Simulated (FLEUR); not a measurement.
# CdTe (F-43m) in FLEUR: further runs

Runs on CdTe. Level: PBE. Tasks: band structure, equation of state.

Everything below comes from runs of FLEUR MaX-R8.1 (later development tree). Logs are shortened: lines on timing, memory, paths and dates and some standing lists are left out, and cuts for length are marked.

**Measured values to compare with.**

A printed reference work, data compilation reports, for a bulk crystal of CdTe at 0 K: band gap 1.607 eV.

The runs below are set against these values where they give the same quantity.

## 1. The crystal as given

Symmetry: F-43m, No. 216, cubic system. Conventional cell: a = 6.410 Å, b = 6.410 Å, c = 6.410 Å, α = 90.00°, β = 90.00°, γ = 90.00°. Around Te (site symmetry -43m) lie 4 Cd at 2.78 Å. Cd (site symmetry -43m) has 4 Te at 2.78 Å as nearest neighbours.

## 2. Band structure, PBE

Input file inp.xml:

```xml
<?xml version="1.0" encoding="UTF-8" standalone="no"?>
<fleurInput fleurInputVersion="0.39">
   <comment>
      CdTe                                                                                                
   </comment>
   <calculationSetup>
      <cutoffs Kmax="4.5" Gmax="22.5" GmaxXC="22.5" numbands="0"/>
      <scfLoop itmax="60" minDistance="0.00001" maxIterBroyd="15" imix="Anderson" alpha="0.05" precondParam="0.0" spinf="2.0" sdNocoIR="T"/>
      <coreElectrons ctail="T" frcor="F" kcrel="0" coretail_lmax="0"/>
      <xcFunctional name="pbe" relativisticCorrections="F"/>
      <magnetism jspins="1"/>
      <soc l_soc="F" theta="0.0" phi="0.0" spav="F"/>
      <expertModes spex="0" secvar="F"/>
      <geometryOptimization l_f="F" forcealpha="1.0" forcemix="BFGS" epsdisp="0.00001" epsforce="0.00001"/>
      <ldaU l_linMix="F" mixParam="0.05" spinf="1.0"/>
   </calculationSetup>
   <cell>
      <bzIntegration valenceElectrons="42.0" mode="hist" fermiSmearingEnergy="0.00183747">
         <kPointListSelection listName="default-1"/>
         <!-- k-points included here -->
         <xi:include xmlns:xi="http://www.w3.org/2001/XInclude" href="kpts.xml"> </xi:include>
      </bzIntegration>
      <!-- symmetry operations included here -->
      <xi:include xmlns:xi="http://www.w3.org/2001/XInclude" href="sym.xml"> </xi:include>
      <bulkLattice scale="1.0">
         <bravaisMatrix>
            <row-1>    0.0000000000000000     6.0565722293429998     6.0565722293429998</row-1>
[... 31 lines left out ...]
         <lo type="SCLO" l="0" n="4" eDeriv="0"/>
         <lo type="SCLO" l="1" n="4" eDeriv="0"/>
         <lo type="SCLO" l="1" n="4" eDeriv="1"/>
         <lo type="SCLO" l="2" n="4" eDeriv="2"/>
         <lo type="SCLO" l="3" n="4" eDeriv="2"/>
      </species>
   </atomSpecies>
   <atomGroups>
      <atomGroup species="Tellurium (Te)">
         <relPos label="                   1">-1.000/4.000 -1.000/4.000 -1.000/4.000</relPos>
         <force calculate="T" relaxXYZ="TTT"/>
      </atomGroup>
      <atomGroup species="Cadmium (Cd)">
         <relPos label="                   2">.0000000000 .0000000000 .0000000000</relPos>
         <force calculate="T" relaxXYZ="TTT"/>
      </atomGroup>
   </atomGroups>
   <output dos="F" band="F" slice="F">
      <checks vchk="F" cdinf="F"/>
      <bandDOS minEnergy="-.5*Htr" maxEnergy="0.5*Htr" sigma="0.015" storeEVData="T"/>
      <vacuumDOS vacdos="F" integ="F" star="F" nstars="0" locx1="0.0" locy1="0.0" locx2="0.0" locy2="0.0" nstm="0" tworkf="0.0"/>
      <unfoldingBand unfoldBand="F" supercellX="1" supercellY="1" supercellZ="1"/>
      <plotting iplot="0" polar="F">
         <plot TwoD="T" vec1="  1.0  0.0  0.0" vec2="  0.0  1.0  0.0" vec3="  0.0  0.0  1.0" zero="  0.0  0.0  0.0" file="plot"/>
      </plotting>
      <chargeDensitySlicing numkpt="0" minEigenval="0.0" maxEigenval="0.0" nnne="0" pallst="F"/>
      <specialOutput eonly="F"/>
      <moessbauerParams electricFieldGradient="T" isomerShift="T" coreHyperfine="T" valenceHyperfine="T"/>
      <magneticCircularDichroism mcd="F" energyLo="-10.0" energyUp="0.0"/>
   </output>
  <!-- We include the file relax.xml here to enable relaxations (see documentation) -->
  <xi:include xmlns:xi="http://www.w3.org/2001/XInclude" href="relax.xml"> <xi:fallback/> </xi:include>
</fleurInput>
```

Input file crystal.txt:

```
CdTe
&input cartesian=F /
0.0000000000  3.2050000000  3.2050000000
3.2050000000  0.0000000000  3.2050000000
3.2050000000  3.2050000000  0.0000000000
1.8897261246
1.0 1.0 1.0

2
52 0.7500000000  0.7500000000  0.7500000000
48 0.0000000000  0.0000000000  0.0000000000

&kpt div1=7 div2=7 div3=7 gamma=T /
```

Input file inp.xml (bands):

```
<?xml version="1.0" encoding="UTF-8" standalone="no"?>
<fleurInput fleurInputVersion="0.39">
   <comment>
      CdTe                                                                                                
   </comment>
   <calculationSetup>
      <cutoffs Kmax="4.5" Gmax="22.5" GmaxXC="22.5" numbands="0"/>
      <scfLoop itmax="60" minDistance="0.00001" maxIterBroyd="15" imix="Anderson" alpha="0.05" precondParam="0.0" spinf="2.0" sdNocoIR="T"/>
      <coreElectrons ctail="T" frcor="F" kcrel="0" coretail_lmax="0"/>
      <xcFunctional name="pbe" relativisticCorrections="F"/>
      <magnetism jspins="1"/>
      <soc l_soc="F" theta="0.0" phi="0.0" spav="F"/>
      <expertModes spex="0" secvar="F"/>
      <geometryOptimization l_f="F" forcealpha="1.0" forcemix="BFGS" epsdisp="0.00001" epsforce="0.00001"/>
      <ldaU l_linMix="F" mixParam="0.05" spinf="1.0"/>
   </calculationSetup>
   <cell>
      <bzIntegration valenceElectrons="42.0" mode="hist" fermiSmearingEnergy="0.00183747">
         <kPointListSelection listName="path-1"/>
         <!-- k-points included here -->
         <xi:include xmlns:xi="http://www.w3.org/2001/XInclude" href="kpts.xml"> </xi:include>
      </bzIntegration>
      <!-- symmetry operations included here -->
      <xi:include xmlns:xi="http://www.w3.org/2001/XInclude" href="sym.xml"> </xi:include>
      <bulkLattice scale="1.0">
         <bravaisMatrix>
[... 32 lines left out ...]
         <lo type="SCLO" l="0" n="4" eDeriv="0"/>
         <lo type="SCLO" l="1" n="4" eDeriv="0"/>
         <lo type="SCLO" l="1" n="4" eDeriv="1"/>
         <lo type="SCLO" l="2" n="4" eDeriv="2"/>
         <lo type="SCLO" l="3" n="4" eDeriv="2"/>
      </species>
   </atomSpecies>
   <atomGroups>
      <atomGroup species="Tellurium (Te)">
         <relPos label="                   1">-1.000/4.000 -1.000/4.000 -1.000/4.000</relPos>
         <force calculate="T" relaxXYZ="TTT"/>
      </atomGroup>
      <atomGroup species="Cadmium (Cd)">
         <relPos label="                   2">.0000000000 .0000000000 .0000000000</relPos>
         <force calculate="T" relaxXYZ="TTT"/>
      </atomGroup>
   </atomGroups>
   <output dos="F" band="T" slice="F">
      <checks vchk="F" cdinf="F"/>
      <bandDOS minEnergy="-.5*Htr" maxEnergy="0.5*Htr" sigma="0.015" storeEVData="T"/>
      <vacuumDOS vacdos="F" integ="F" star="F" nstars="0" locx1="0.0" locy1="0.0" locx2="0.0" locy2="0.0" nstm="0" tworkf="0.0"/>
      <unfoldingBand unfoldBand="F" supercellX="1" supercellY="1" supercellZ="1"/>
      <plotting iplot="0" polar="F">
         <plot TwoD="T" vec1="  1.0  0.0  0.0" vec2="  0.0  1.0  0.0" vec3="  0.0  0.0  1.0" zero="  0.0  0.0  0.0" file="plot"/>
      </plotting>
      <chargeDensitySlicing numkpt="0" minEigenval="0.0" maxEigenval="0.0" nnne="0" pallst="F"/>
      <specialOutput eonly="F"/>
      <moessbauerParams electricFieldGradient="T" isomerShift="T" coreHyperfine="T" valenceHyperfine="T"/>
      <magneticCircularDichroism mcd="F" energyLo="-10.0" energyUp="0.0"/>
   </output>
  <!-- We include the file relax.xml here to enable relaxations (see documentation) -->
  <xi:include xmlns:xi="http://www.w3.org/2001/XInclude" href="relax.xml"> <xi:fallback/> </xi:include>
</fleurInput>
```

Potentials or basis: all-electron, FLAPW.

The run is started by

```sh
$ inpgen -f crystal.txt -profile moderate
$ # inp.xml edited to the form shown
$ fleur_MPI
$ fleur_MPI   # second run, on inp.xml (bands)
```

What it wrote:

```text
Welcome to FLEUR        (www.flapw.de)
      MaX-Release 8.1          (www.max-centre.eu)

 ========== k-point set info ==========
 Selected k-point list: default-1
 k-point list type: mesh
 7 x 7 x 7
 Number of k points: 20

 ------------Calculation Setup---------------------------
 Number of MPI-tasks      :            1
 Number of PE/node        :            1
 Number of OMP-threads    :            1
 Most efficient MPI parallelization for:
           1           2           4           5          10          20
 Additional eigenvalue parallelization possible
 Number of basis functions:          785
 Approximate size of matrices (H+S) per k-point:         0.018 GB
 --------------------------------------------------------
 Iteration:     1   Distance:       5.64476992 me/bohr^3
 Iteration:     2   Distance:       5.20785211 me/bohr^3
 Iteration:     3   Distance:       3.13435548 me/bohr^3
 Iteration:     4   Distance:       0.98203905 me/bohr^3
 Iteration:     5   Distance:       0.69773167 me/bohr^3
 Iteration:     6   Distance:       0.15755119 me/bohr^3
 Iteration:     7   Distance:       0.11288412 me/bohr^3
 Iteration:     8   Distance:       0.03901556 me/bohr^3
 Iteration:     9   Distance:       0.01033417 me/bohr^3
 Iteration:    10   Distance:       0.00455587 me/bohr^3
 Iteration:    11   Distance:       0.00044374 me/bohr^3
 Iteration:    12   Distance:       0.00040644 me/bohr^3
 Iteration:    13   Distance:       0.00004517 me/bohr^3
 Iteration:    14   Distance:       0.00003710 me/bohr^3
 Iteration:    15   Distance:       0.00000919 me/bohr^3

 ********************************************************************
 Run finished successfully
 Stop message:
   all done
 ********************************************************************
```

output (bands):

```text
Welcome to FLEUR        (www.flapw.de)
      MaX-Release 8.1          (www.max-centre.eu)

 ========== k-point set info ==========
 Selected k-point list: path-1
 k-point list type: path
 Number of k points: 60

 ------------Calculation Setup---------------------------
 Number of MPI-tasks      :            1
 Number of PE/node        :            1
 Number of OMP-threads    :            1
 Most efficient MPI parallelization for:
           1           2           3           4           5           6          10          12          15          20          30          60
 Additional eigenvalue parallelization possible
 Number of basis functions:          785
 Approximate size of matrices (H+S) per k-point:         0.018 GB
 --------------------------------------------------------
 Fermi energy correction for insulators:
 No automatic correction of the Fermi energy has been performed.

 Note: Band structure data (together with different weights) is also stored in the banddos.hdf file.
       A convenient way of extracting and plotting the data from that file is by making use of the

 ********************************************************************
 Run finished successfully
 Stop message:
   Charge density postprocessing done.
 ********************************************************************
```

out.xml (last iteration):

```text
<iteration numberForCurrentRun="   15" overallNumber="   15">
         <energyParameters units="Htr">
            <atomicEP atomType="1" spin="1" branch="5s" branchLowest="-5.65" branchHighest="0.75" value="-0.2741174990"/>
            <atomicEP atomType="1" spin="1" branch="5p" branchLowest="-3.81" branchHighest="1.53" value="-0.0289268762"/>
            <atomicEP atomType="1" spin="1" branch="5d" branchLowest="-1.10" branchHighest="2.88" value="0.1776416166"/>
            <atomicEP atomType="1" spin="1" branch="4f" branchLowest="-9.99" branchHighest="1.69" value="0.3305897961"/>
            <loAtomicEP atomType="1" spin="1" branch="4p" branchLowest="-29.13" branchHighest="-3.81" value="-3.8277872954"/>
            <loAtomicEP atomType="1" spin="1" branch="4p" branchLowest="-29.13" branchHighest="-3.81" value="-3.8277872954"/>
            <loAtomicEP atomType="1" spin="1" branch="4d" branchLowest="-20.18" branchHighest="-1.10" value="-1.1438188165"/>
            <loAtomicEP atomType="1" spin="1" branch="4d" branchLowest="-20.18" branchHighest="-1.10" value="-1.1438188165"/>
            <loAtomicEP atomType="1" spin="1" branch="5s" branchLowest="-5.65" branchHighest="0.75" value="-0.2741174990"/>
            <loAtomicEP atomType="1" spin="1" branch="4f" branchLowest="-9.99" branchHighest="1.69" value="0.3305920646"/>
            <atomicEP atomType="2" spin="1" branch="5s" branchLowest="-3.57" branchHighest="1.12" value="0.0485865863"/>
            <atomicEP atomType="2" spin="1" branch="5p" branchLowest="-2.14" branchHighest="1.76" value="0.2114599680"/>
            <atomicEP atomType="2" spin="1" branch="4d" branchLowest="-14.14" branchHighest="-0.03" value="-0.1101043354"/>
            <atomicEP atomType="2" spin="1" branch="4f" branchLowest="-9.99" branchHighest="2.04" value="0.5289758675"/>
            <loAtomicEP atomType="2" spin="1" branch="4s" branchLowest="-26.64" branchHighest="-3.57" value="-3.5755372412"/>
            <loAtomicEP atomType="2" spin="1" branch="4p" branchLowest="-21.76" branchHighest="-2.14" value="-2.1503834058"/>
            <loAtomicEP atomType="2" spin="1" branch="4p" branchLowest="-21.76" branchHighest="-2.14" value="-2.1503834058"/>
            <loAtomicEP atomType="2" spin="1" branch="4d" branchLowest="-14.14" branchHighest="-0.03" value="-0.1184966641"/>
            <loAtomicEP atomType="2" spin="1" branch="4f" branchLowest="-9.99" branchHighest="2.04" value="0.5289779313"/>
         </energyParameters>
         <eigenvalues>
            <eigenvaluesAt spin="1" ikpt="1" k_x="0.00000000" k_y="0.00000000" k_z="0.00000000">
                      -3.8162082438       -3.8162082438       -3.8162082438       -3.5755353758       -2.1442860038
                      -2.1442860038       -2.1442860038       -1.1463563503       -1.1463563503       -1.1463563503
                      -1.1460129679       -1.1460129679       -0.2371856584       -0.1280833522       -0.1280833522
                      -0.1280833522       -0.1175796467       -0.1175796467        0.1806217121        0.1806217121
                       0.1806217121        0.2126267146        0.3495116737        0.3495116737        0.3495116737
                       0.4563423142        0.5310337346        0.5310337346        0.5507302175        0.5507302175
                       0.5507302175        0.6444615178        0.8781944622
[... 72 lines left out ...]
               <shell n="3" l="0" isomerShift="4745.16495"/>
               <shell n="3" l="1" isomerShift="135.56199"/>
               <shell n="4" l="0" isomerShift="996.07823"/>
               <shell n="3" l="2" isomerShift="0.00003"/>
            </coreIsomerShift>
            <coreIsomerShift atomType="2" isTotal="161533.80930">
               <shell n="1" l="0" isomerShift="141645.53672"/>
               <shell n="2" l="0" isomerShift="16340.74910"/>
               <shell n="2" l="1" isomerShift="358.47842"/>
               <shell n="3" l="0" isomerShift="3115.59927"/>
               <shell n="3" l="1" isomerShift="73.44578"/>
               <shell n="3" l="2" isomerShift="0.00001"/>
            </coreIsomerShift>
            <isomerShift atomType="1" nucleusRadius="0.0001189" averageDensity="232292.16124"/>
            <isomerShift atomType="2" nucleusRadius="0.0001140" averageDensity="162161.02053"/>
            <electricFieldGradient atomType="1" VXX="0.00000" VYY="0.00000" VZZ="0.00000" asymParam="0.00000">
            </electricFieldGradient>
            <electricFieldGradient atomType="2" VXX="0.00000" VYY="0.00000" VZZ="0.00000" asymParam="0.00000">
            </electricFieldGradient>
         </moessbauerParams>
         <totalEnergy                                    value="   -12392.8957759303" units="Htr">
            <sumOfEigenvalues                            value="    -7489.1233797980">
               <coreElectrons value="-7433.7002522106"/>
               <valenceElectrons value="-55.4231275874"/>
            </sumOfEigenvalues>
            <densityCoulombPotentialIntegral value="-20111.4071455178"/>
            <densityEffectivePotentialIntegral value="-20543.3190653978"/>
            <chargeDenXCDenIntegral value="-330.9615598994"/>
            <FockExchangeEnergyValence value="0.0000000000"/>
            <FockExchangeEnergyCore value="0.0000000000"/>
            <atomTypeDependentContributions atomType="1">
               <electronNucleiInteractionDifferentMTs value="8230.5518129564"/>
               <MadelungTerm value="-34.1177932177"/>
            </atomTypeDependentContributions>
            <atomTypeDependentContributions atomType="2">
               <electronNucleiInteractionDifferentMTs value="6778.4127444637"/>
               <MadelungTerm value="-17.3439782342"/>
            </atomTypeDependentContributions>
            <tkbTimesEntropy value="0.0000000000"/>
            <freeEnergy value="-12392.8957759303"/>
            <extrapolationTo0K value="-12392.8957759303"/>
         </totalEnergy>
         <densityConvergence units="me/bohr^3">
            <chargeDensity spin="1" distance="0.0000091872"/>
         </densityConvergence>
      </iteration>
```

Run time: 3.3 min. Hardware: 1 thread of Arm Neoverse V1, shared host; peak memory 0.15 GiB.

What came out:

| Quantity | Value |
| --- | --- |
| Free energy | -337227.8737 eV |
| Band gap on the k mesh | 0.87 eV, direct |
| Band gap along the path | 0.87 eV, direct |
| Valence electrons inside the program's atomic spheres | Te 19.08; Cd 18.61 (radii Te 2.3, Cd 2.56 bohr) |

Levels at the corners of the path, in eV from the valence-band top:
| point | band 19 | band 20 | band 21 | band 22 | band 23 | band 24 |
| --- | --- | --- | --- | --- | --- | --- |
| Γ | 0.00 | 0.00 | 0.00 | 0.87 | 4.60 | 4.60 |
| X | -4.46 | -1.98 | -1.98 | 2.54 | 2.67 | 9.00 |
| W | -4.34 | -2.45 | -2.33 | 4.37 | 4.68 | 5.61 |
| K | -4.36 | -2.70 | -1.64 | 2.88 | 4.57 | 7.42 |
| Γ | 0.00 | 0.00 | 0.00 | 0.87 | 4.60 | 4.60 |
| L | -4.61 | -0.82 | -0.82 | 1.86 | 5.20 | 5.20 |
| U | -4.36 | -2.70 | -1.64 | 2.88 | 4.57 | 7.42 |
| W | -4.34 | -2.45 | -2.33 | 4.37 | 4.68 | 5.61 |
| L | -4.61 | -0.82 | -0.82 | 1.86 | 5.20 | 5.20 |
| K | -4.36 | -2.70 | -1.64 | 2.88 | 4.57 | 7.42 |
| U | -4.36 | -2.70 | -1.64 | 2.88 | 4.57 | 7.42 |
| X | -4.46 | -1.98 | -1.98 | 2.54 | 2.67 | 9.00 |

Core levels (eV from the Fermi level):
| atom | levels |
| --- | --- |
| 1 Te | 1s1/2 -31602.1, 2s1/2 -4840.1, 2p1/2 -4534.4, 2p3/2 -4259.9, 3s1/2 -958.9, 3p1/2 -833.2, 3p3/2 -782.0, 4s1/2 -158.7, 3d3/2 -560.4, 3d5/2 -549.7 |
| 2 Cd | 1s1/2 -26506.3, 2s1/2 -3931.0, 2p1/2 -3659.2, 2p3/2 -3466.8, 3s1/2 -729.7, 3p1/2 -620.8, 3p3/2 -586.5, 3d3/2 -393.8, 3d5/2 -386.8 |

Caveat: spin-orbit coupling is left out, which moves the levels of the heavy elements.

(Continued in part 2 of 2.)
